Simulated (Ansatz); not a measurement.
Space group Fm-3m (No. 225). a = 3.942 Å, b = 3.942 Å, c = 3.942 Å, α = 90.00°, β = 90.00°, γ = 90.00°
| atom | site | symmetry | x | y | z |
| --- | --- | --- | --- | --- | --- |
| Pd | 4a | m-3m | 0.0000 | 0.0000 | 0.0000 |

Equation of state of this Pd structure (not necessarily the ground state), with shape and atoms relaxed at each volume where symmetry leaves them free. It has no gap at any of these volumes. The calculation used DFT PBE, scalar-relativistic, plane waves, PAW (Ansatz).

Plane waves to 420 eV, a k mesh through Γ of 18×18×18 on the computed 1-atom cell and Gaussian smearing (0.10 eV); no spin polarisation.

| V (Å³/atom) | E − E(largest V) (meV/atom) | P (GPa) |
| --- | --- | --- |
| 13.480 | 85.13 | 30.53 |
| 13.940 | 12.58 | 20.55 |
| 14.399 | -33.95 | 12.33 |
| 14.859 | -59.04 | 5.55 |
| 15.318 | -66.47 | -0.03 |
| 15.778 | -59.37 | -4.62 |
| 16.238 | -40.31 | -8.38 |
| 16.850 | 0.00 | -12.35 |

Task: Fit a third-order Birch–Murnaghan equation to E(V).

Result: V0 = 15.31 Å³/atom, B0 = 169 GPa, B0' = 5.5.